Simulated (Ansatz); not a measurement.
Mn in Ansatz: the effect of functional

The system is Mn.

```
CELL_PARAMETERS angstrom
2.51633 0.00000 0.00000
-1.25816 2.17920 0.00000
0.00000 0.00000 4.07918
ATOMIC_POSITIONS crystal
Mn 0.33333 0.66667 0.25000
Mn 0.66667 0.33333 0.75000
```

This isn't the form of Mn at room conditions, which is a 58-atom cubic cell.

The cell isn't the ideal one: volume scaled by 1.04.

Alike in all runs:

* Program: Ansatz 0.2.0
* Task: single point
* Potentials or basis: Ansatz PAW
* k mesh: 12 × 12 × 7
* Occupations: fermi-dirac, width 0.05 eV
* Spin: collinear spin, ferromagnetic start
* Starting moments: [4.0, 4.0] μB

```csv
functional,cutoff,pressure (GPa)
PBE,420 eV (not typed: the program's choice for these potentials),-8.4
PBEsol,420 eV (not typed: the program's choice for these potentials),-19.6
r2SCAN,500 eV (not typed: the program's choice for these potentials),?
```

**Question.** What does the run with functional r2SCAN give?

**Answer.** Pressure 8.4 GPa.

Caveats: the starting moments weren't kept; the PAW data sets come from PBE, with cores solved anew for the run's functional, which leaves a small shift of forces and pressure (some runs); the moment fell far below its start of 4 μB, so a state of higher moment may lie lower in energy (some runs); the magnetic or orbital state may not be the lowest (some runs).
